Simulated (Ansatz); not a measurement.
Crystal: ZnS (Wurtzite-6H).

```
CELL_PARAMETERS angstrom
3.81200 0.00000 0.00000
-1.90600 3.30129 0.00000
0.00000 0.00000 18.68999
ATOMIC_POSITIONS crystal
Zn 0.33333 0.66667 0.83333
Zn 0.66667 0.33333 0.33333
Zn 0.66667 0.33333 0.66667
Zn 0.33333 0.66667 0.16667
Zn 0.00000 0.00000 0.50000
Zn 0.00000 0.00000 0.00000
S 0.33333 0.66667 0.95833
S 0.66667 0.33333 0.45833
S 0.66667 0.33333 0.79167
S 0.33333 0.66667 0.29167
S 0.00000 0.00000 0.62500
S 0.00000 0.00000 0.12500
```

* Program: Ansatz 0.2.0
* Task: relaxation of cell and atoms
* Functional: BLYP
* Potentials or basis: Ansatz PAW
* Cutoff: 420 eV (not typed: the program's choice for these potentials)
* k mesh: 8 × 8 × 2
* Occupations: fermi-dirac, width 0.05 eV
* Spin: no spin polarisation

At the start: volume 19.60 Å³/atom.

Problem. How do energy, volume and symmetry change on relaxing?

Solution. It ends after 6 steps and the volume is 21.29 Å³/atom (+8.6 %); space group P6_3mc (No. 186, to 0.05 Å).

The path:
```csv
step,energy change (eV),largest force (eV/Å),volume (Å³)
1,0.0000,0.0378,235.20
2,-0.2878,0.0071,246.70
3,-0.3447,0.0046,254.29
4,-0.3453,0.0155,255.44
5,-0.3454,0.0004,255.43
6,-0.3508,0.0004,255.43
```

Final structure:
```xyz
12
Lattice="3.9172 0.0000 0.0000 -1.9586 3.3924 0.0000 0.0000 0.0000 19.2223" Properties=species:S:1:pos:R:3 pbc="T T T"
Zn    0.0000    2.2616   16.0173
Zn    1.9586    1.1308    6.4061
Zn    1.9586    1.1308   12.8178
Zn    0.0000    2.2616    3.2066
Zn    0.0000    0.0000    9.6111
Zn    0.0000    0.0000   -0.0001
S     0.0000    2.2616   18.4173
S     1.9586    1.1308    8.8062
S     1.9586    1.1308   15.2175
S     0.0000    2.2616    5.6064
S     0.0000    0.0000   12.0164
S     0.0000    0.0000    2.4053
```

Caveat: the plane-wave basis is chosen anew once the cell has moved, so the energies of steps on either side of that aren't comparable; the PAW data sets come from PBE, with cores solved anew for the run's functional, which leaves a small shift of forces and pressure.
